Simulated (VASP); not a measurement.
# Ti (Fm-3m) in VASP: a series of runs

The runs below take Ti through single point, with vdW-DF, PBE.

Program: VASP 6.6.1. These are calculated values, not measurements. Logs are shortened: lines on timing, memory, paths and dates and some standing lists are left out, and cuts for length are marked.

### Step 1. The crystal as given

Symmetry: Fm-3m, No. 225, cubic system. The conventional cell has a = 4.060 Å, b = 4.060 Å, c = 4.060 Å, α = 90.00°, β = 90.00°, γ = 90.00°. Around Ti (site symmetry m-3m) lie 12 Ti at 2.87 Å.

This isn't the form of Ti at room conditions, which is hcp.

### Step 2. Single point, vdW-DF

The input, run.py:

```python
from ase.calculators.vasp import Vasp
from ase.dft.bandgap import bandgap
from ase.io import read

atoms = read('Ti.xyz')
calc = Vasp(
    directory='calc',
    xc='vdw-df',
    pp='PBE',
    setups='recommended',
    prec='Accurate',
    encut=450,
    ediff=1e-06,
    ismear=0,
    sigma=0.05,
    lreal=False,
    lasph=True,
    nelm=60,
    algo='Fast',
    isif=2,
    lwave=False,
    lcharg=True,
    lelf=True,
    lvhar=True,
    amix=0.2,
    kpts=[11, 11, 11],
    gamma=True,
    nbands=12,
)
atoms.calc = calc

print('energy (eV):', atoms.get_potential_energy())
print('free energy (eV):', atoms.get_potential_energy(force_consistent=True))
print('forces (eV/A):')
print(atoms.get_forces())
print('stress (eV/A^3, Voigt):', atoms.get_stress())
print('Fermi level (eV):', calc.get_fermi_level())
gap, top, bottom = bandgap(calc)
print('band gap (eV):', gap, 'from (spin, k, band)', top, 'to', bottom)
```

The input, Ti.xyz:

```xyz
1
Lattice="0.0000000000 2.0300000000 2.0300000000 2.0300000000 0.0000000000 2.0300000000 2.0300000000 2.0300000000 0.0000000000" Properties=species:S:1:pos:R:3 pbc="T T T"
Ti     0.0000000000      0.0000000000      0.0000000000
```

Potentials or basis: VASP PAW PBE potentials, release 64 (Ti_sv).

Launch:

```console
$ python run.py
```

The program printed:

```text
<dir> UserWarning: vdW has been enabled, however no location for the vdw_kernel.bindat file has been specified. Set ASE_VASP_VDW environment variable to copy the vdW kernel.
  warnings.warn(
energy (eV): -4.13319571
free energy (eV): -4.1334265
forces (eV/A):
[[-0.  0. -0.]]
stress (eV/A^3, Voigt): [-0.04008157 -0.04008157 -0.04008157 -0.         -0.          0.        ]
Fermi level (eV): 8.65513835
band gap (eV): 0.0 from (spin, k, band) (None, None, None) to (None, None, None)
```

OUTCAR:

```text
AMIX = 0.200000
   ENCUT = 450.000000
   EDIFF = 1.00e-06
   GGA = RE
   PREC = Accurate
   ISIF = 2
   ISMEAR = 0
   NELM = 60
   LASPH = .TRUE.
   LREAL = .FALSE.

 ion  position               nearest neighbor table
   1  0.000  0.000  0.000-

  LATTYP: Found a face centered cubic cell.
 ALAT       =     4.0600000000

  Lattice vectors:

 A1 = (   0.0000000000,   2.0300000000,   2.0300000000)
 A2 = (   2.0300000000,   0.0000000000,   2.0300000000)
 A3 = (   2.0300000000,   2.0300000000,   0.0000000000)

Analysis of symmetry for initial positions (statically):
=====================================================================
 Subroutine PRICEL returns:
 Original cell was already a primitive cell.

 Routine SETGRP: Setting up the symmetry group for a
 face centered cubic supercell.

 Subroutine GETGRP returns: Found 48 space group operations
 (whereof 48 operations were pure point group operations)
 out of a pool of 48 trial point group operations.

The static configuration has the point symmetry O_h .

Analysis of symmetry for dynamics (positions and initial velocities):
=====================================================================
 Subroutine PRICEL returns:
 Original cell was already a primitive cell.

 Routine SETGRP: Setting up the symmetry group for a
 face centered cubic supercell.

 Subroutine GETGRP returns: Found 48 space group operations
 (whereof 48 operations were pure point group operations)
 out of a pool of 48 trial point group operations.

The dynamic configuration has the point symmetry O_h .

 Subroutine INISYM returns: Found 48 space group operations
 (whereof 48 operations are pure point group operations),
 and found     1 'primitive' translations

----------------------------------------------------------------------------------------

[... 163 lines left out ...]
  ---------------------------------------------------
  free energy    TOTEN  =        -4.13342650 eV

  energy without entropy =       -4.13296491  energy(sigma->0) =       -4.13319571

 E-fermi :   8.6551     XC(G=0): -11.5722

 val. band max:        8.6040547271   @ k =   0.1818   0.1818   0.0000
 cond. band min:       8.6872022773   @ k =   0.2727   0.0000   0.0000
 fundamental gap:      0.0831475502
 Fermi energy:         8.6551383511

 k-point     1 :       0.0000    0.0000    0.0000
  band No.  band energies     occupation
      1     -48.0401      2.00000
      2     -23.8661      2.00000
      3     -23.8661      2.00000
      4     -23.8661      2.00000
      5       2.6344      2.00000
      6       9.5400      0.00000
      7       9.5400      0.00000
      8       9.5400      0.00000
      9      11.2673      0.00000
     10      11.2673      0.00000
     11      24.1414      0.00000
     12      28.9080      0.00000
[... 571 lines left out ...]
 k-point    40 :      -0.4545    0.1818    0.0909
  band No.  band energies     occupation
      1     -47.8878      2.00000
      2     -24.5429      2.00000
      3     -24.0741      2.00000
      4     -23.9910      2.00000
      5       6.6029      2.00000
      6       8.3679      2.00000
      7       9.1904      0.00000
      8       9.9460      0.00000
      9      12.1912      0.00000
     10      13.5081      0.00000
     11      17.4577      0.00000
     12      23.3105      0.00000

 [... further k-points ...]

------------------------ aborting loop because EDIFF is reached ----------------------------------------

  FORCE on cell =-STRESS in cart. coord.  units (eV):
  Direction    XX          YY          ZZ          XY          YZ          ZX
  --------------------------------------------------------------------------------------
  -------------------------------------------------------------------------------------
  Total        0.6705986      0.6705986      0.6705986      0.0000000     -0.0000000      0.0000000
  in kB       64.2177575     64.2177575     64.2177575      0.0000000     -0.0000000      0.0000000
  external PRESSURE =      64.2177575 kB  Pullay stress =       0.0000000 kB

 VOLUME and BASIS-vectors are now :
 -----------------------------------------------------------------------------
  energy-cutoff  :      450.00
  volume of cell :       16.73
      direct lattice vectors                 reciprocal lattice vectors
     0.000000000  2.030000000  2.030000000    -0.246305419  0.246305419  0.246305419
     2.030000000  0.000000000  2.030000000     0.246305419 -0.246305419  0.246305419
     2.030000000  2.030000000  0.000000000     0.246305419  0.246305419 -0.246305419

 POSITION                                       TOTAL-FORCE (eV/Angst)
 -----------------------------------------------------------------------------------
      0.00000      0.00000      0.00000        -0.000000      0.000000     -0.000000
 -----------------------------------------------------------------------------------
    total drift:                                0.000000      0.000000      0.000000

  FREE ENERGIE OF THE ION-ELECTRON SYSTEM (eV)
  ---------------------------------------------------
  free  energy   TOTEN  =        -4.1334265023 eV

  energy  without entropy=       -4.1329649105  energy(sigma->0) =       -4.13319571

Total vdW correction in eV:      1.9423357
```

INCAR:

```text
AGGAC = 0.000000
AMIX = 0.200000
ENCUT = 450.000000
SIGMA = 0.050000
EDIFF = 1.00e-06
ALGO = Fast
GGA = RE
PREC = Accurate
ISIF = 2
ISMEAR = 0
NBANDS = 12
NELM = 60
LASPH = .TRUE.
LCHARG = .TRUE.
LELF = .TRUE.
LUSE_VDW = .TRUE.
LVHAR = .TRUE.
LWAVE = .FALSE.
LREAL = .FALSE.
```

Run time: 31 s. Hardware: 1 thread of Intel Xeon 6975P-C (Granite Rapids), shared host; peak memory 0.22 GiB.

Results:

* Free energy: -4.1334 eV
* Pressure: 6.4 GPa
* Band gap on the k mesh: none (metal or under the smearing width)

Caveat: the PAW data sets were made with another functional, which shifts forces and pressure a little.

### Step 3. Single point, PBE

The input, INCAR:

```
PREC = Accurate ; ENCUT = 520
EDIFF = 1E-7 ; ISMEAR = 0
SIGMA = 0.1 ; LREAL = F
LASPH = T ; NELM = 100
ALGO = Normal ; ISIF = 2
LWAVE = F ; LCHARG = F
GGA = PE
```

The input, KPOINTS:

```
regular mesh
0
Gamma
  11 11 11
```

The input, POSCAR:

```
Ti
1.0
    0.0000000000      2.0300000000      2.0300000000
    2.0300000000      0.0000000000      2.0300000000
    2.0300000000      2.0300000000      0.0000000000
Ti
1
Direct
    0.0000000000      0.0000000000      0.0000000000
```

Potentials or basis: VASP PAW PBE potentials, release 64 (Ti_sv).

Launch:

```console
$ cat potpaw_PBE.64/Ti_sv/POTCAR > POTCAR
$ mpirun -np 1 vasp_std > vasp.out
```

OUTCAR:

```text
PREC = Accurate
   ENCUT = 520
   EDIFF = 1E-7
   ISMEAR = 0
   LREAL = F
   LASPH = T
   NELM = 100
   ISIF = 2
   GGA = PE

 ion  position               nearest neighbor table
   1  0.000  0.000  0.000-

  LATTYP: Found a face centered cubic cell.
 ALAT       =     4.0600000000

  Lattice vectors:

 A1 = (   0.0000000000,   2.0300000000,   2.0300000000)
 A2 = (   2.0300000000,   0.0000000000,   2.0300000000)
 A3 = (   2.0300000000,   2.0300000000,   0.0000000000)

Analysis of symmetry for initial positions (statically):
=====================================================================
 Subroutine PRICEL returns:
 Original cell was already a primitive cell.

 Routine SETGRP: Setting up the symmetry group for a
 face centered cubic supercell.

 Subroutine GETGRP returns: Found 48 space group operations
 (whereof 48 operations were pure point group operations)
 out of a pool of 48 trial point group operations.

The static configuration has the point symmetry O_h .

Analysis of symmetry for dynamics (positions and initial velocities):
[... 190 lines left out ...]
 Fermi energy:         8.6228788120

 k-point     1 :       0.0000    0.0000    0.0000
  band No.  band energies     occupation
      1     -48.0083      2.00000
      2     -23.8226      2.00000
      3     -23.8226      2.00000
      4     -23.8226      2.00000
      5       2.4388      2.00000
      6       9.5317      0.00000
      7       9.5317      0.00000
      8       9.5317      0.00000
      9      11.2493      0.00000
     10      11.2493      0.00000
[... 495 lines left out ...]
 k-point    40 :      -0.4545    0.1818    0.0909
  band No.  band energies     occupation
      1     -47.8552      2.00000
      2     -24.5066      2.00000
      3     -24.0327      2.00000
      4     -23.9487      2.00000
      5       6.5137      2.00000
      6       8.2786      2.00000
      7       9.1477      0.00000
      8       9.9175      0.00000
      9      12.2087      0.00000
     10      13.4867      0.00000

 [... further k-points ...]

------------------------ aborting loop because EDIFF is reached ----------------------------------------

  FORCE on cell =-STRESS in cart. coord.  units (eV):
  Direction    XX          YY          ZZ          XY          YZ          ZX
  --------------------------------------------------------------------------------------
  -------------------------------------------------------------------------------------
  Total        0.3957325      0.3957325      0.3957325      0.0000000      0.0000000      0.0000000
  in kB       37.8960748     37.8960748     37.8960748      0.0000000      0.0000000      0.0000000
  external PRESSURE =      37.8960748 kB  Pullay stress =       0.0000000 kB

 VOLUME and BASIS-vectors are now :
 -----------------------------------------------------------------------------
  energy-cutoff  :      520.00
  volume of cell :       16.73
      direct lattice vectors                 reciprocal lattice vectors
     0.000000000  2.030000000  2.030000000    -0.246305419  0.246305419  0.246305419
     2.030000000  0.000000000  2.030000000     0.246305419 -0.246305419  0.246305419
     2.030000000  2.030000000  0.000000000     0.246305419  0.246305419 -0.246305419

 POSITION                                       TOTAL-FORCE (eV/Angst)
 -----------------------------------------------------------------------------------
      0.00000      0.00000      0.00000        -0.000000      0.000000      0.000000
 -----------------------------------------------------------------------------------
    total drift:                               -0.000000      0.000000     -0.000000

  FREE ENERGIE OF THE ION-ELECTRON SYSTEM (eV)
  ---------------------------------------------------
  free  energy   TOTEN  =        -7.7779576797 eV

  energy  without entropy=       -7.7719289703  energy(sigma->0) =       -7.77494333
```

stdout:

```text
POSCAR found type information on POSCAR Ti
 POSCAR found :  1 types and       1 ions
 scaLAPACK will be used
 LDA part: xc-table for (Slater+PW92), standard interpolation
 POSCAR, INCAR and KPOINTS ok, starting setup
 FFT: planning ... GRIDC
 FFT: planning ... GRID_SOFT
 FFT: planning ... GRID
 WAVECAR not read
 entering main loop
```

It took 6.7 s on 1 thread of Intel Xeon Platinum 8488C (Sapphire Rapids), shared host; peak memory 0.14 GiB.

What came out:

| Property | Result |
| --- | --- |
| Free energy | -7.7780 eV |
| Pressure | 3.8 GPa |
| Band gap on the k mesh | none (metal or under the smearing width) |

Levels at points of the mesh, in eV from the Fermi level:
| k point | band 4 | band 5 | band 6 | band 7 | band 8 | band 9 |
| --- | --- | --- | --- | --- | --- | --- |
| (0.00, 0.00, 0.00) | -32.45 | -6.18 | 0.91 | 0.91 | 0.91 | 2.63 |

### Step 4. Single point, PBE

run.py: that of step 2 with these lines changed.

```diff
@@ -7,3 +7,3 @@
     directory='calc',
-    xc='vdw-df',
+    xc='pbe',
     pp='PBE',
@@ -11,6 +11,6 @@
     prec='Accurate',
-    encut=450,
-    ediff=1e-06,
+    encut=520,
+    ediff=1e-07,
     ismear=0,
-    sigma=0.05,
+    sigma=0.1,
     lreal=False,
@@ -18,12 +18,8 @@
     nelm=60,
-    algo='Fast',
+    algo='Normal',
     isif=2,
     lwave=False,
-    lcharg=True,
-    lelf=True,
-    lvhar=True,
-    amix=0.2,
+    lcharg=False,
     kpts=[11, 11, 11],
     gamma=True,
-    nbands=12,
 )
```

Ti.xyz is that of step 2.

Launch:

```console
$ python run.py
```

Wall time 11 s (1 thread of Intel Xeon Platinum 8488C (Sapphire Rapids), shared host); peak memory 0.14 GiB.

It converged, with:

| Item | Value |
| --- | --- |
| Free energy | -7.7780 eV |
| Pressure | 3.8 GPa |
| Band gap on the k mesh | none (metal or under the smearing width) |

Levels at points of the mesh, in eV from the Fermi level:
```
           k point  band 3  band 4  band 5  band 6  band 7  band 8  band 9  band 10
(0.00, 0.00, 0.00)  -32.45  -32.45   -6.18    0.91    0.91    0.91    2.63     2.63
```
